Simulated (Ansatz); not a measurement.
Method: PBE+U (U_eff = 6 eV on X's open shell), scalar-relativistic; collinear spin; PAW, 420 eV, Γ-centred 10×10×6 mesh, 0.05 eV Gaussian smearing; code Ansatz; PAW files: Ansatz's generated set soft_2.

A crystal of composition XN, relaxed at this level of theory, gives this pattern between 10° and 80°.

Cu Kα1 powder pattern (kinematic, no thermal factors).
```
2θ (°)  relative intensity
 29.18                  31
 29.65                 100
 42.09                  93
 52.62                  26
 60.52                   6
 61.30                  25
 61.56                  13
 68.82                  19
 69.56                  21
```

Problem. Which lattice and cell does the pattern come from?

Solution. Hexagonal, space group P6_3/mmc (No. 194), a = 3.476 Å, b = 3.476 Å, c = 6.115 Å, α = 90.00°, β = 90.00°, γ = 120.00°. The line positions fix the lattice at most, not the space group, and lines under 1 % of the strongest aren't listed; this is the group of the computed cell.

A compound XN has these computed properties.

| Property | Result |
| --- | --- |
| Band gap | zero (metallic) |
| Density of states at the Fermi level | 0.02 states/(eV·atom) (so small a value isn't resolved on this mesh) |
| Magnetic state | ferromagnetic |
| Site spin moments | X 6.95; N -0.13 μB |
| Spin moment of the cell | 14.00 μB |
| Bader charges | X 1.77; N -1.77 e |
| f electrons (orthogonalised atomic orbitals) | X 7.05 |
| Bulk modulus (Birch–Murnaghan) | 137 GPa |
| Pressure derivative B0′ | 4.2 |

Sites: X on 2a, N on 2c.

Problem. Which element is X?
A. Eu
B. Gd
C. Dy
D. Sm

Solution. B. X is Gd, so the compound is GdN.

The start was a prototype's sites filled with these elements. The Crystallography Open Database lists the compound in space group Fm-3m (rock salt), so this is a trial structure.

Scalar-relativistic only: spin–orbit splittings of the heavy atoms' levels are missing. The run wasn't fully tested for a lower electronic state. Site moments are of spin, integrated over atomic spheres. The moments were started parallel, and the real magnetic order may be another.
